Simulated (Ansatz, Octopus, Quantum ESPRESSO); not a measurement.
# Be: 3 runs at one level of theory

```
CELL_PARAMETERS angstrom
2.28530 0.00000 0.00000
-1.14265 1.97913 0.00000
0.00000 0.00000 3.58420
ATOMIC_POSITIONS crystal
Be 0.68824 0.33844 0.75018
Be 0.31739 0.65676 0.25854
```

Atoms were shifted at random by some hundredths of an Å from the given cell, which wasn't relaxed again for these runs.

Alike in all runs: task single point; functional PBEsol; k mesh 13 × 13 × 8; occupations fermi-dirac, width 0.05 eV; no spin polarisation; no spin-orbit coupling. Pressure is positive in compression and, in plane waves, holds the error of the finite cutoff.

```tsv
program and potentials	plane-wave cutoff (eV)	notes	pressure (GPa)	largest force (eV/Å)	energy over the undisturbed cell (meV/atom)
Octopus, pseudodojo_pbesol (PseudoDojo 0.4, PBEsol)	-	-	-	0.365	7.10
Quantum ESPRESSO, GBRV 1.5 PBEsol	612	-	-3.27	0.364	6.86
Ansatz, all-electron LAPW, scalar-relativistic	-	-	-3.74	0.361	-
```

Force on atom 1 (Be), eV/Å:

| program and potentials | x | y | z |
| --- | --- | --- | --- |
| Octopus, pseudodojo_pbesol (PseudoDojo 0.4, PBEsol) | -0.258 | -0.119 | 0.230 |
| Quantum ESPRESSO, GBRV 1.5 PBEsol | -0.257 | -0.119 | 0.229 |
| Ansatz, all-electron LAPW, scalar-relativistic | -0.256 | -0.118 | 0.226 |

The pressure spans -3.74 (Ansatz, all-electron LAPW, scalar-relativistic) to -3.27 GPa (Quantum ESPRESSO, GBRV 1.5 PBEsol), with all-electron results at -3.74.

Differences between rows come from potentials, basis sets and numerical settings, since the functional is the same but for its coding. Runs on potential files found faulty are left out.
